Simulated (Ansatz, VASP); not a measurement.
# Ga4AsP3 in VASP and in Ansatz

```
Ga P As
1.0
     3.92165    0.00000    0.00000
    -1.96083    3.39625    0.00000
     0.00000    0.00000   12.93726
Ga P As
4 3 1
Direct
  0.66667 0.33333 0.50589
  0.66667 0.33333 0.99826
  0.00000 0.00000 0.24436
  0.00000 0.00000 0.75181
  0.66667 0.33333 0.18356
  0.66667 0.33333 0.69062
  0.00000 0.00000 0.93702
  0.00000 0.00000 0.43648
```

Alike in both runs: task single point; functional PBE; k mesh 6 × 6 × 2; occupations gaussian, width 0.1 eV; no spin polarisation.

|  | VASP | Ansatz |
| --- | --- | --- |
| version | VASP 6.6.1 | Ansatz 0.2.0 |
| potentials or method | VASP PAW PBE potentials, release 64 (Ga_d, P, As) | scalar-relativistic, plane waves, PAW |
| plane-wave cutoff (eV) | 520 | 420 |
| valence electrons in the cell | 72 | 82 |

```csv
,VASP,Ansatz,Ansatz less VASP
gap on the k mesh at the Fermi level (eV),0.91,0.92,+0.006
least direct gap on the mesh (eV),0.91,0.92,+0.006
pressure (GPa),0.1,0.0,-0.06
largest component of the traceless stress (GPa),0.13,0.13,+0.002
rms of the force components (eV/Å),0.004,0.003,-0.0007
```

Atom by atom the forces differ by 0.004 eV/Å (rms over components). The functional is the same, so the differences come from potentials, cutoffs and numerics. The two sets of potentials don't hold the same shells in valence.

A k mesh can miss the band edges.
